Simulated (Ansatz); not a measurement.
# HgSe (F-43m) in Ansatz: a series of runs

One crystal, HgSe, is run at these levels: PBE; tasks: single point.

Program: Ansatz 0.2.0. These are calculated values, not measurements. Logs are shortened: lines on timing, memory, paths and dates and some standing lists are left out, and cuts for length are marked.

## 1. The crystal as given

The structure is cubic, space group F-43m (No. 216). Conventional cell: a = 6.078 Å, b = 6.078 Å, c = 6.078 Å, α = 90.00°, β = 90.00°, γ = 90.00°. Around Hg (site symmetry -43m) lie 4 Se at 2.63 Å. Se (site symmetry -43m) has 4 Hg at 2.63 Å as nearest neighbours.

## 2. Single point, PBE

input.yaml reads:

```yaml
crystal:
  lattice:
    - [0.0, 3.039, 3.039]
    - [3.039, 0.0, 3.039]
    - [3.039, 3.039, 0.0]
  atoms:
    - { symbol: Hg, position: [0.0, 0.0, 0.0] }
    - { symbol: Se, position: [0.75, 0.75, 0.75] }
kpoints:
  mp_grid: { grid: [8, 8, 8] }
scf:
  occupations: { method: gaussian, width: 0.011 }
hamiltonian:
  xc: pbe
  pseudopotentials: { kind: all_electron, lapw: { basis_error: 0.001 } }
output:
  forces: true
  stress: true
  eigenvalues: true
```

Potentials or basis: all-electron LAPW, scalar-relativistic.

Run with:

```bash
$ ansatz run input.yaml --threads 1 --pin off --max-ram 3072MiB --backend cpu --events-out ev --progress --plain --runs-dir out
```

The program printed:

```text
Warning: RAYON_NUM_THREADS=1 ignored (pool sized by the plan → 1); use --threads N
LAPW: plane waves up to 8.540 Å⁻¹, error target 1.0e-3 eV per atom; small_component_spin mean_spin; Se in spheres of 1.257 Å, 24 of its electrons in bands, Dirac shells []; Hg in spheres of 1.375 Å, 44 of its electrons in bands, Dirac shells [] (how accurate: hamiltonian.pseudopotentials.lapw.basis_error, Limitations)
Engine: ansatz 0.2.0, x86_64-unknown-linux-gnu
Pseudopotentials: kind: all_electron
Pseudopotential: Hg, LAPW, valence charge 44, lapw/all_electron/scalar/gaussian/Hg, Koelling and Harmon's equation, gaussian nucleus
Pseudopotential: Se, LAPW, valence charge 24, lapw/all_electron/scalar/gaussian/Se, Koelling and Harmon's equation, gaussian nucleus
Functional definition: PBE
  parameter kappa = 0.804
  parameter beta = 0.06672455060314922
  exchange = pbe_x(kappa = kappa, mu = beta*pi^2/3)
  correlation = pbe_c(beta = beta)
Crystal: 2 atoms, lattice volume = 56.133 Å³
Basis set: ecut = 277.8775817123589 eV, 609 PW (Γ), exchange–correlation at level 2
Bands: 41, of which v1, the nominal top of the filled ones, is band 34 counted from 1 (33 counted from 0)
Symmetry: 24 space group operations
Space group: F-43m (ITA 216), of the structure as read, at distance tolerance 3.8e-5 Å
k-points: 29 of 512 (time reversal used)
Non-local potential: Hg, projectors of the file, none
Non-local potential: Se, projectors of the file, none
Initial density: superposition of atomic densities (chi_scale 0.1, normalization cell, long waves kept (reshape's long-wave potential 0.00 eV rms))
Initial wavefunctions: plane waves of lowest kinetic energy (no species holds an atomic orbital)
Functional: x = pbe(κ = 0.804, μ = 0.2195149727645171), c = pbe(β = 0.06672455060314922)
iter 1 solved again at ethr=1.09e-3 eV; its pass at ethr=1.00e-1 eV (dr2=7.41e-1 eV) is discarded
SCF iter   1: F=—  HF=-599956.183708 eV  |F-HF|=—  |Δ(HF+E_count)|=         —  Δρ=2.58e-2  dr2=7.42e-1  ethr=1.09e-3  ⟨swp⟩=2.0  Hψ=7339  notcnv=0
preconditioner: auto → none  [insulator: Δε(μ)=0.707 eV  Ē_g=13.348 eV  σ=0.011 eV  W_gap=0.67  n_scr=14 (ndim 8)  ℏωp=21.0 eV  f_vac=0.332  D(μ)=0.55/eV (n_scr^D=0)  ε∞_Penn≈3.5]
iter 2 solved again at ethr=4.10e-5 eV; its pass at ethr=1.09e-3 eV (dr2=2.79e-2 eV) is discarded
SCF iter   2: F=—  HF=-599955.919434 eV  |F-HF|=—  |Δ(HF+E_count)|=   2.64e-1  Δρ=6.98e-3  dr2=2.79e-2  ethr=4.10e-5  ⟨swp⟩=2.0  Hψ=6308  notcnv=0
SCF iter   3: F=—  HF=-599955.875327 eV  |F-HF|=—  |Δ(HF+E_count)|=   4.41e-2  Δρ=4.06e-3  dr2=8.14e-3  ethr=4.10e-5  ⟨swp⟩=2.9  Hψ=3708  notcnv=0
SCF iter   4: F=—  HF=-599955.875097 eV  |F-HF|=—  |Δ(HF+E_count)|=         —  Δρ=1.16e-3  dr2=5.79e-4  ethr=1.20e-5  ⟨swp⟩=2.0  Hψ=3654  notcnv=0
the basis was enlarged: its passes take 42.3 KiB over the memory plan, 1 of 1 planned eigensolver slots
SCF iter   5: F=—  HF=-599955.875156 eV  |F-HF|=—  |Δ(HF+E_count)|=   5.91e-5  Δρ=1.55e-4  dr2=7.30e-6  ethr=8.51e-7  ⟨swp⟩=2.0  Hψ=3503  notcnv=0
SCF iter   6: F=—  HF=-599955.875162 eV  |F-HF|=—  |Δ(HF+E_count)|=   6.33e-6  Δρ=3.95e-5  dr2=7.30e-7  ethr=1.07e-8  ⟨swp⟩=3.0  Hψ=3511  notcnv=0
SCF iter   7: F=-599955.875163 eV  HF=-599955.875163 eV  |F-HF|=8.16e-8  |Δ(HF+E_count)|=   1.24e-6  Δρ=8.59e-6  dr2=2.74e-8  ethr=1.07e-9  ⟨swp⟩=3.0  Hψ=3622  notcnv=0
SCF 1 converged in 7 iterations: F = -599955.875163 eV  dr2 = 2.74e-8
SCF converged after 7 iterations
Free energy (F): -599955.875163 eV
Harris-Foulkes:  -599955.875163 eV  (|F-HF|=8.16e-8)
Internal energy: -599955.875130 eV  (E = F + TS)
E sigma→0 (E₀):  -599955.875147 eV
Entropy (-TS):   -0.000033 eV (-0.017 meV/atom)
Fermi energy:    10.474645 eV
--- Per-component energies (eV) ---
  E_band       = -6518.458684
  E_kinetic    = 678426.488641
  E_xc         = -12531.981045
  E_electrostatic = -1265850.382727  (all electrons and nuclei)
  E_smearing   = -0.000033  (= −TS)
  E_closure    = 0.000000  (closes the sum)
  E_atoms      = -599951.844418  (free atoms, spherical and without spin; not in F)
  Σ components = -599955.875163   (vs F -599955.875163, Δ=0.00e0)
  Basis errors (estimates in eV, not in F): energy 4.4e-4 per atom: plane waves 4.0e-4 (2.4e-4 summed), levels above the bands 0.0e0, relativity 5.7e-8, radial functions 3.9e-5, core shells 3.1e-8; eigenvalues (radial functions only) 1.5e-6; not estimated: angular momenta, meshes, grids; target (lapw.basis_error) 1.0e-3; muffin-tin radii Se 1.257 Å, Hg 1.375 Å
--- Forces (eV/Å), atoms counted from 1 ---
  atom   1  Hg     0.00000000    -0.00000000     0.00000000
  atom   2  Se    -0.00000000     0.00000000     0.00000000
  max |Σ_I F_I| component: 3.70e-17 eV/Å
--- Stress (GPa, compression-positive) ---
        4.724325      -0.000000      -0.000000
       -0.000000       4.724325       0.000000
       -0.000000       0.000000       4.724325
  P = ⅓ Tr σ = 4.7243 GPa (47.243 kbar)
--- Band table (eV; the first three rows and the last of 29) ---
  k-point 0: bands = ["-334.2476", "-334.2476", "-334.2451", "-334.2451", "-334.2451", "-197.3657", "-136.8324", "-136.8324", "-136.8324", "-104.0146", "-81.9469", "-81.9469", "-81.9469", "-81.9455", "-81.9455", "-81.9455", "-81.9439", "-52.4800", "-52.4800", "-52.4800", "-37.0452", "-37.0452", "-37.0452", "-37.0419", "-37.0419", "-3.0062", "3.2912", "3.2912", "3.2912", "4.0388", "4.0388", "9.5424", "10.4713", "10.4713", "10.4713", "15.9693", "15.9693", "15.9693", "18.9917", "21.8347", "21.8347"]
  k-point 1: bands = ["-334.2476", "-334.2476", "-334.2451", "-334.2451", "-334.2451", "-197.3657", "-136.8324", "-136.8324", "-136.8324", "-104.0146", "-81.9469", "-81.9469", "-81.9469", "-81.9455", "-81.9455", "-81.9455", "-81.9439", "-52.4801", "-52.4800", "-52.4800", "-37.0452", "-37.0451", "-37.0451", "-37.0419", "-37.0419", "-2.9393", "3.3200", "3.3219", "3.3219", "4.0365", "4.0365", "8.6264", "10.3119", "10.3119", "11.0909", "15.6295", "16.1865", "16.1865", "19.9759", "20.9378", "20.9378"]
  k-point 2: bands = ["-334.2476", "-334.2476", "-334.2451", "-334.2451", "-334.2451", "-197.3657", "-136.8324", "-136.8324", "-136.8324", "-104.0146", "-81.9469", "-81.9469", "-81.9469", "-81.9455", "-81.9455", "-81.9455", "-81.9439", "-52.4802", "-52.4800", "-52.4800", "-37.0452", "-37.0452", "-37.0452", "-37.0419", "-37.0419", "-2.7728", "3.3900", "3.3900", "3.4637", "4.0419", "4.0419", "7.2199", "9.9558", "9.9558", "11.5488", "15.8366", "16.5737", "16.5737", "20.0280", "20.6320", "20.6320"]
  k-point 28: bands = ["-334.2476", "-334.2476", "-334.2451", "-334.2451", "-334.2451", "-197.3657", "-136.8324", "-136.8324", "-136.8324", "-104.0146", "-81.9469", "-81.9469", "-81.9469", "-81.9455", "-81.9455", "-81.9455", "-81.9439", "-52.4803", "-52.4803", "-52.4802", "-37.0453", "-37.0452", "-37.0452", "-37.0419", "-37.0418", "-2.3641", "3.5854", "3.6911", "3.9581", "3.9840", "4.6600", "5.1698", "7.7217", "8.0469", "14.1013", "15.6069", "16.5678", "17.9402", "20.7005", "22.8501", "22.9598"]
```

Wall time 43 s (1 thread of Intel Xeon at 2.50GHz (Skylake/Cascade Lake), shared host); peak memory 0.34 GiB.

Results:

| Item | Value |
| --- | --- |
| Free energy | -599955.8752 eV |
| Pressure | 4.7 GPa |
| Band gap on the k mesh | none (metal or under the smearing width) |

Levels at points of the mesh, in eV from the Fermi level:
```
             k point  band 32  band 33  band 34  band 35  band 36  band 37
  (0.00, 0.00, 0.00)    -0.93     0.00     0.00     0.00     5.49     5.49
 (0.00, 0.00, -0.50)    -5.52    -0.98    -0.98     1.12     6.26     6.26
(0.00, -0.50, -0.50)    -5.10    -2.31    -2.31     2.79     3.00     8.45
```

The run has no spin-orbit coupling, so splittings on Hg are missing.

## 3. Single point, PBE

input.yaml: that of step 2 with these lines changed.

```diff
@@ -11,3 +11,3 @@
 scf:
-  occupations: { method: gaussian, width: 0.011 }
+  occupations: { method: gaussian, width: 0.02 }
 hamiltonian:
```

Potentials or basis: all-electron LAPW, scalar-relativistic.

Run with:

```bash
$ ansatz run input.yaml --threads 1 --pin off --max-ram 3072MiB --backend cpu --events-out ev --progress --plain --runs-dir out
```

Run time: 42 s. Hardware: 1 thread of Intel Xeon at 2.50GHz (Skylake/Cascade Lake), shared host; peak memory 0.34 GiB.

Results (log left out):

```yaml
Free_energy: -599955.8752 eV
Pressure: 4.7 GPa
Band_gap_on_the_k_mesh: none (metal or under the smearing width)
```

Levels at points of the mesh, in eV from the Fermi level:
| k point | band 32 | band 33 | band 34 | band 35 | band 36 | band 37 |
| --- | --- | --- | --- | --- | --- | --- |
| (0.00, 0.00, 0.00) | -0.93 | -0.01 | -0.01 | -0.01 | 5.49 | 5.49 |
| (0.00, 0.00, -0.50) | -5.53 | -0.98 | -0.98 | 1.12 | 6.26 | 6.26 |
| (0.00, -0.50, -0.50) | -5.10 | -2.32 | -2.32 | 2.79 | 3.00 | 8.45 |

Spin-orbit coupling is left out, which matters for the levels of Hg.

## 4. Single point, PBE

input.yaml: that of step 3 with these lines changed.

```diff
@@ -11,3 +11,3 @@
 scf:
-  occupations: { method: gaussian, width: 0.02 }
+  occupations: { method: gaussian, width: 0.017 }
 hamiltonian:
```

Run with:

```bash
$ ansatz run input.yaml --threads 1 --pin off --max-ram 3072MiB --backend cpu --events-out ev --progress --plain --runs-dir out
```

It took 42 s on 1 thread of Intel Xeon at 2.50GHz (Skylake/Cascade Lake), shared host; peak memory 0.34 GiB.

The run converged. Its results:

```yaml
Free_energy: -599955.8752 eV
Pressure: 4.7 GPa
Band_gap_on_the_k_mesh: none (metal or under the smearing width)
```

Levels at points of the mesh, in eV from the Fermi level:
| k point | band 30 | band 31 | band 32 | band 33 | band 34 | band 35 | band 36 | band 37 | band 38 | band 39 |
| --- | --- | --- | --- | --- | --- | --- | --- | --- | --- | --- |
| (0.00, 0.00, 0.00) | -6.44 | -6.44 | -0.93 | -0.01 | -0.01 | -0.01 | 5.49 | 5.49 | 5.49 | 8.52 |
| (0.00, 0.00, -0.50) | -6.39 | -6.11 | -5.53 | -0.98 | -0.98 | 1.12 | 6.26 | 6.26 | 6.99 | 9.21 |
| (0.00, -0.50, -0.50) | -6.32 | -6.07 | -5.10 | -2.31 | -2.31 | 2.79 | 3.00 | 8.45 | 9.86 | 9.86 |

## 5. The runs side by side

```tsv
smearing	gap on the mesh (eV)	pressure (GPa)
gaussian 0.011 eV	none	4.7
gaussian 0.02 eV	none	4.7
gaussian 0.017 eV	none	4.7
```

Alike in all rows: task single point; level PBE; potentials or basis all-electron LAPW, scalar-relativistic; no spin polarisation; cell as given; k mesh 8 × 8 × 8; cutoff (eV) 278; basis error allowed 0.001 eV/atom.

Every run on the cell as given and a fine mesh finds a metal.

Compare energies only between runs with the same functional and basis.
